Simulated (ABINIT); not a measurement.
La2O3:

```
La O
1.0
     3.93078    0.00000    0.00000
    -1.96539    3.40415    0.00000
     0.00000    0.00000    6.11195
La O
2 3
Cartesian
  0.0000 2.2694 1.5050
  1.9654 1.1347 4.6070
  0.0000 0.0000 0.0000
  0.0000 2.2694 3.9477
  1.9654 1.1347 2.1643
```

The cell is a database's computed one.

Base run:

| Item | Value |
| --- | --- |
| Program | ABINIT 10.8.3 (patched build) |
| Functional | PBE |
| Potentials or basis | PseudoDojo NC SR PBE v0.4.1 standard |
| Cutoff | 1687 eV |
| k mesh | 6 × 6 × 4 |
| Occupations | fermi-dirac, width 0.05 eV |
| Spin | no spin polarisation |

Its results: band gap on the k mesh 3.85 eV, indirect (least direct gap 3.98 eV); pressure 1.5 GPa; largest force 0.011 eV/Å.

Problem. The run is repeated on the same cell with these changes: functional from PBE to LDA; potentials or basis from PseudoDojo NC SR PBE v0.4.1 standard to JTH PAW LDA v2.0; cutoff from 1687 eV to 517 eV. What comes out?

Solution. Band gap on the k mesh 3.73 eV, indirect (least direct gap 3.82 eV); pressure -5.8 GPa; largest force 0.096 eV/Å.

Caveats: spin-orbit coupling is left out, which moves the levels of the heavy elements.

A k mesh can miss the band edges.
